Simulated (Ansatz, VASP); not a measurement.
# Two plane-wave programs on Cd

The input INCAR:

```
PREC = Accurate
ENCUT = 520
EDIFF = 1E-6
ISMEAR = -1
SIGMA = 0.1
LREAL = False
LASPH = True
NELM = 60
ALGO = Normal
ISIF = 2
LWAVE = False
LCHARG = False
GGA = CA
NBANDS = 12
```

Contents of KPOINTS:

```
Automatic mesh
0
Gamma
  14 14 14
```

The input POSCAR:

```
Cd
1.0
    0.0000000000      2.0938732110      2.0938732110
    2.0938732110      0.0000000000      2.0938732110
    2.0938732110      2.0938732110      0.0000000000
Cd
1
Direct
    0.0000000000      0.0000000000      0.0000000000
```

Input for Ansatz:

```yaml
crystal:
  lattice:
    - [0.0, 2.093873211, 2.093873211]
    - [2.093873211, 0.0, 2.093873211]
    - [2.093873211, 2.093873211, 0.0]
  atoms:
    - { symbol: Cd, position: [0.0, 0.0, 0.0] }
hamiltonian:
  xc: lda
  pseudopotentials:
    kind: paw
    azcp:
      Cd: "pseudopotentials/Cd.paw.azcp"
basis:
  ecutwfc: 420
  fft_grid_basis: typed
kpoints:
  mp_grid: { grid: [14, 14, 14], shift: [0, 0, 0] }
magnetization:
  spin_polarized: false
scf:
  occupations: { method: fermi_dirac, width: 0.1 }
  lower_state_search: "off"
output:
  stress: true
```

Alike in both runs: task single point; functional LDA; k mesh 14 × 14 × 14; occupations fermi-dirac, width 0.1 eV; no spin polarisation.

```csv
,VASP,Ansatz
version,VASP 6.6.1,Ansatz 0.2.0
potentials or method,"VASP PAW LDA potentials, release 64 (Cd)","plane waves (420 eV) with PAW, scalar-relativistic"
plane-wave cutoff (eV),520,420
valence electrons in the cell,12,20
```

|  | VASP | Ansatz | Ansatz less VASP |
| --- | --- | --- | --- |
| pressure (GPa) | 8.4 | 7.4 | -0.96 |

The two sets of potentials don't hold the same shells in valence. Ansatz warned: «pseudo_functional_mismatch».
